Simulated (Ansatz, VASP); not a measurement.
## Li2O: VASP beside Ansatz

The input INCAR:

```
ALGO = Normal ; EDIFF = 1E-7
EDIFFG = -0.02 ; ENCUT = 600
GGA = PE ; IBRION = 2
ISIF = 3 ; ISMEAR = 0
IVDW = 12 ; LASPH = T
LCHARG = F ; LREAL = F
LWAVE = F ; NELM = 100
NSW = 70 ; PREC = Accurate
SIGMA = 0.02
```

The input KPOINTS:

```
k-points
0
Gamma
  8 8 8
```

POSCAR

```
Li2O
1.0
    0.0000000000      2.3268544700      2.3268544700
    2.3268544700      0.0000000000      2.3268544700
    2.3268544700      2.3268544700      0.0000000000
Li O
2 1
Direct
    0.7500000000      0.7500000000      0.7500000000
    0.2500000000      0.2500000000      0.2500000000
    0.0000000000      0.0000000000      0.0000000000
```

Input for Ansatz:

```yaml
crystal:
  lattice:
    - [0.0, 2.32685447, 2.32685447]
    - [2.32685447, 0.0, 2.32685447]
    - [2.32685447, 2.32685447, 0.0]
  atoms:
    - { symbol: Li, position: [0.75, 0.75, 0.75] }
    - { symbol: Li, position: [0.25, 0.25, 0.25] }
    - { symbol: O, position: [0.0, 0.0, 0.0] }
basis:
  ecutwfc: 420
kpoints:
  mp_grid: { grid: [8, 8, 8] }
hamiltonian:
  xc: pbe
  dispersion: d3bj
scf:
  occupations: { method: gaussian, width: 0.02 }
output:
  forces: true
  stress: true
  eigenvalues: true
relax:
  adjacent_minimum: "off"
  f_tol: 0.02
  max_steps: 50
  cell: { stress_tol: 0.1 }
```

The cell comes from a database or a generator and needn't be the stable form of this composition.

Alike in both runs: task relaxation of cell and atoms; functional PBE; dispersion D3(BJ); k mesh 8 × 8 × 8; occupations gaussian, width 0.02 eV; no spin polarisation.

|  | VASP | Ansatz |
| --- | --- | --- |
| version | VASP 6.6.1 | Ansatz 0.2.0 |
| potentials or method | VASP PAW PBE potentials, release 64 (Li_sv, O) | scalar-relativistic, plane waves, PAW |
| plane-wave cutoff (eV) | 600 | 420 |
| valence electrons in the cell | 12 | 12 |

```csv
,VASP,Ansatz,Ansatz less VASP
"gap on the k mesh at the Fermi level, each at its own relaxed structure (eV)",5.10,5.11,+0.014
relaxed volume (Å³/atom),7.70,7.72,+0.017
relaxed cell length with the largest relative difference (Å),3.197,3.199,+0.0023
energy change over the relaxation (meV/atom),-16,-15,+1.6
```

Caveats: the cutoff is under 1.25 times the usual one of these potentials, so pressure, stress and relaxed cells hold a basis-set (Pulay) error (VASP). As with any semilocal functional, this PBE gap is likely too small. A k mesh can miss the band edges.
